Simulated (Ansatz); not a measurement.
## Sn under changes of volume

One of the cells (27.205 Å³/atom); the others are scaled copies at fixed shape and fractional positions:

```
CELL_PARAMETERS angstrom
-1.89465 1.89465 1.89465
1.89465 -1.89465 1.89465
1.89465 1.89465 -1.89465
ATOMIC_POSITIONS crystal
Sn 0.00000 0.00000 0.00000
```

This isn't the form of Sn at room conditions, which is tetragonal (white tin).

| Item | Value |
| --- | --- |
| Program | Ansatz 0.2.0 |
| Functional | HSE06 |
| Potentials or basis | Ansatz PAW |
| Cutoff | 420 eV (not typed: the program's choice for these potentials) |
| k mesh | 6 × 6 × 6 |
| Occupations | fermi-dirac, width 0.05 eV |
| Spin | no spin polarisation |

```csv
volume (Å³/atom),energy over the lowest point (meV/atom),pressure (GPa)
25.573,11.02,3.0
26.117,3.24,1.6
26.661,0.00,0.3
27.205,?,?
27.749,5.34,-1.8
28.293,13.04,-2.7
28.837,23.61,-3.5
```

Question: What does the run at 27.205 Å³/atom give?

Answer: Energy over the lowest point 0.87 meV/atom; pressure -0.8 GPa.

Worked out: A Birch-Murnaghan fit of order 3 (a polynomial in V^(-2/3)) to the other rows has its minimum at 26.81 Å³/atom with B0 = V·E''(V) = 57 GPa and B' = 4.7. It gives 0.86 meV/atom at 27.205 Å³/atom, against the run's 0.87, and -dE/dV = -0.8 GPa, against -0.8.

Energies are extrapolated to zero smearing.

Caveats: all runs use coarse meshes; the PAW data sets come from PBE, with cores solved anew for the run's functional, which leaves a small shift of forces and pressure; the thresholds are loose for stress.
